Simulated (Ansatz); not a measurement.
Runs of Ansatz 0.2.0 on Yb. Symmetry: Fm-3m, No. 225, cubic system. Conventional cell: a = 5.486 Å, b = 5.486 Å, c = 5.486 Å, α = 90.00°, β = 90.00°, γ = 90.00°. Around Yb (site symmetry m-3m) lie 12 Yb at 3.88 Å. 

| level | U | gap on the mesh (eV) | pressure (GPa) | moment (μB) |
| --- | --- | --- | --- | --- |
| PBEsol+U | Yb f U = 2 eV | none | -2.5 | 0.00 |
| PBEsol+U | Yb f U = 4 eV | none | -1.9 | 0.00 |
| PBEsol+U | Yb f U = 6 eV | none | -1.5 | 0.00 |
| PBEsol+U | Yb f U = 8 eV | none | (b) | 0.00 |
| PBEsol | - | none | (a) | 0.00 |

Alike in all rows: task density of states; potentials or basis all-electron LAPW, scalar-relativistic; spin collinear, ferromagnetic start; cell as given; k mesh 8 × 8 × 8; cutoff (eV) 171; smearing fermi-dirac 0.05 eV; basis error allowed 0.001 eV/atom.

Task: Fill in the values left out.

Result: (a) -3.3; (b) -1.2.

Caveats: an open f shell can end in a state above the lowest; spin-orbit coupling is left out, which moves the levels of the heavy elements; the magnetic state may not be the lowest (some runs); U is the effective U less J, on atomic orbitals that reach past the spheres (some runs); the starting moments weren't kept (some runs).

A k mesh can miss the band edges, and the runs leave out spin-orbit coupling on Yb.

A gap of «none» marks a metal or a gap under the smearing width.
